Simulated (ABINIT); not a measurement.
CdS (Greenockite): single point with PBE

**The experiment to reproduce.**

From “Isotope dependence of band-gap energy”, 2008, arxiv:0807.2152, for a bulk crystal of CdS: band gap 2.5809 ± 0.0002 eV.

The system is CdS (Greenockite).

```
CELL_PARAMETERS angstrom
4.15000 0.00000 0.00000
-2.07500 3.59401 0.00000
0.00000 0.00000 6.73700
ATOMIC_POSITIONS crystal
Cd 0.66667 0.33333 0.50000
Cd 0.33333 0.66667 0.00000
S 0.66667 0.33333 0.87500
S 0.33333 0.66667 0.37500
```

```json
{
 "Program": "ABINIT 10.8.3 (patched build)",
 "Task": "single point",
 "Functional": "PBE",
 "Potentials or basis": "PseudoDojo NC SR PBE v0.4.1 standard",
 "Cutoff": "1442 eV",
 "k mesh": "7 × 7 × 4",
 "Occupations": "fermi-dirac, width 0.05 eV",
 "Spin": "no spin polarisation"
}
```

```yaml
Pressure: 2.1 GPa
Largest_force: 0.068 eV/Å
Band_gap_on_the_k_mesh: 1.20 eV, direct
Valence_electrons_inside_the_program's_atomic_spheres: Cd 17.16; S 3.90
```

Forces on the atoms (eV/Å):
```
Cd   0.000  0.000 -0.068
Cd   0.000  0.000 -0.068
S    0.000  0.000  0.068
S    0.000  0.000  0.068
```

Stress tensor (GPa, compression positive):
```
1.89 0.00 0.00
0.00 1.89 0.00
0.00 0.00 2.53
```

Levels at points of the mesh, in eV from the valence-band top:
| k point | band 24 | band 25 | band 26 | band 27 | band 28 | band 29 |
| --- | --- | --- | --- | --- | --- | --- |
| (0.00, 0.00, 0.00) | -0.04 | 0.00 | 0.00 | 1.20 | 2.79 | 6.47 |
| (0.00, 0.00, 0.50) | -0.39 | -0.39 | -0.39 | 2.84 | 2.84 | 6.18 |

Wall time 7.4 min on 1 thread of Arm Neoverse V2, on a shared host, peak memory 0.28 GiB.

Measured gap of CdS: 2.5809 eV (quoted in “Isotope dependence of band-gap energy”, 2008, arxiv:0807.2152). This calculation gives 1.20 eV (-1.38 eV). So large a miss can be the level of theory's own, or it may mean another phase, state or a wrong row. Spin-orbit coupling on Cd is left out. The value is that of PBE, without temperature or zero-point motion. Semilocal functionals fall short of measured gaps as a rule.
